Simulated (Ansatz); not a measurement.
Write the native input for Ansatz 0.2.0 that does the following.

- Task: elastic constants
- Functional: PBEsol
- Potentials or basis: Ansatz PAW
- Cutoff: 420 eV (not typed: the program's choice for these potentials)
- k mesh: 7 × 7 × 5
- Occupations: fixed
- Spin: no spin polarisation
- Atoms under strain: clamped

AlN:

```xyz
4
Lattice="3.1130 0.0000 0.0000 -1.5565 2.6959 0.0000 0.0000 0.0000 4.9810" Properties=species:S:1:pos:R:3 pbc="T T T"
Al    1.5565    0.8986    2.4905
Al    0.0000    1.7973    0.0000
N     1.5565    0.8986    4.3833
N     0.0000    1.7973    1.8928
```

These files were run (other wordings do the same):

input.yaml

```yaml
crystal:
  lattice:
    - [3.113, 0.0, 0.0]
    - [-1.5565, 2.695937082, 0.0]
    - [0.0, 0.0, 4.981]
  atoms:
    - { symbol: Al, position: [0.6666666667, 0.3333333333, 0.5] }
    - { symbol: Al, position: [0.3333333333, 0.6666666667, 0.0] }
    - { symbol: "N", position: [0.6666666667, 0.3333333333, 0.88] }
    - { symbol: "N", position: [0.3333333333, 0.6666666667, 0.38] }
hamiltonian:
  xc: pbesol
  pseudopotentials: { kind: paw }
kpoints:
  mp_grid: { grid: [7, 7, 5] }
scf:
  occupations: { method: fixed }
output:
  forces: true
  stress: true
elastic:
  mode: clamped_ion
  stencil: two_point
```

Potentials or basis: Ansatz PAW.

Command:

```console
$ ansatz run input.yaml --threads 2 --pin off --max-ram 5632MiB --backend cpu --events-out ev --progress --plain --runs-dir out
```

Results of the run:

```
Pressure               : 0.2 GPa
Largest force          : 0.131 eV/Å
Band gap on the k mesh : 4.13 eV, direct
Voigt bulk modulus     : 201 GPa
```

Caveat: odd divisions of the mesh miss points on the zone boundary, where band edges often lie, so the gap on the mesh can be too wide; the pressure holds a Pulay correction of +0.5 GPa for the finite cutoff; the PAW data sets come from PBE, with cores solved anew for the run's functional, which leaves a small shift of forces and pressure.

Run time: 35 s on 2 threads of Intel(R) Xeon(R) Processor @ 2.50GHz (Skylake/Cascade Lake), with other jobs on the host, peak memory 0.37 GiB.
